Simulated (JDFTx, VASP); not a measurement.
Given: the input of a run of VASP 6.6.1 on PbS (Galena). 

INCAR

```
PREC = Accurate ; ENCUT = 600
EDIFF = 1E-6 ; ISMEAR = -1
SIGMA = 0.05 ; LREAL = False
LASPH = True ; NELM = 60
ALGO = Normal ; ISIF = 3
LWAVE = False ; LCHARG = False
IBRION = 2 ; NSW = 40
EDIFFG = -0.01
```

Contents of KPOINTS:

```
Automatic mesh
0
Gamma
  8 8 8
```

File POSCAR:

```
PbS
1.0
    0.0000000000      2.9657500000      2.9657500000
    2.9657500000      0.0000000000      2.9657500000
    2.9657500000      2.9657500000      0.0000000000
Pb S
1 1
Direct
    0.0000000000      0.0000000000      0.0000000000
    0.5000000000      0.5000000000      0.5000000000
```

Potentials or basis: VASP PAW LDA potentials, release 64 (Pb_d, S).

Run with:

```console
$ cat potpaw_LDA.64/Pb_d/POTCAR potpaw_LDA.64/S/POTCAR > POTCAR
$ mpirun -np 1 vasp_std > vasp.out
```

Task: Set up the same calculation for JDFTx 1.7.0 (patched build). Potentials or basis there: PseudoDojo-SR-LDA-0.4.1-standard with smoothed tails, cutoff 762 eV.

Result: As run (cutoffs and basis follow the program's own potentials, and thresholds, step limits or extra output files can differ):

File PbS.in:

```
lattice \
    0.0000000000     5.6044552541     5.6044552541 \
    5.6044552541     0.0000000000     5.6044552541 \
    5.6044552541     5.6044552541     0.0000000000
coords-type Cartesian
ion Pb     0.0000000000     0.0000000000     0.0000000000 1
ion S      5.6044552541     5.6044552541     5.6044552541 1

ion-species pseudo/Pb.upf
ion-species pseudo/S.upf
elec-cutoff 28 224
elec-ex-corr lda-PW
kpoint-folding 8 8 8
elec-smearing Fermi 0.0018374661
elec-n-bands 16
electronic-SCF nIterations 100 energyDiffThreshold 1e-09
electronic-minimize nIterations 30 energyDiffThreshold 1e-7
forces-output-coords Cartesian
lattice-minimize nIterations 40 energyDiffThreshold 1e-6

dump-name run.$VAR
dump End Ecomponents EigStats BandEigs Kpoints Forces Stress
```

Potentials or basis: PseudoDojo-SR-LDA-0.4.1-standard with smoothed tails.

Launch:

```bash
$ jdftx -c 1 -i PbS.in -o PbS.out
```

Both were run:

|  | VASP | JDFTx |
| --- | --- | --- |
| Relaxed volume | 24.99 Å³/atom | 24.95 Å³/atom |
| Relaxed cell | a = 4.135 Å, b = 4.135 Å, c = 4.135 Å, α = 60.00°, β = 60.00°, γ = 60.00° | a = 4.132 Å, b = 4.132 Å, c = 4.132 Å, α = 60.00°, β = 60.00°, γ = 60.00° |
| Space group after relaxing | Fm-3m (No. 225) | Fm-3m (No. 225) |
| Pressure after relaxing | 0.0 GPa | 0.0 GPa |

The two programs' LDA may be different fits to the electron gas.

Pressure is positive in compression.
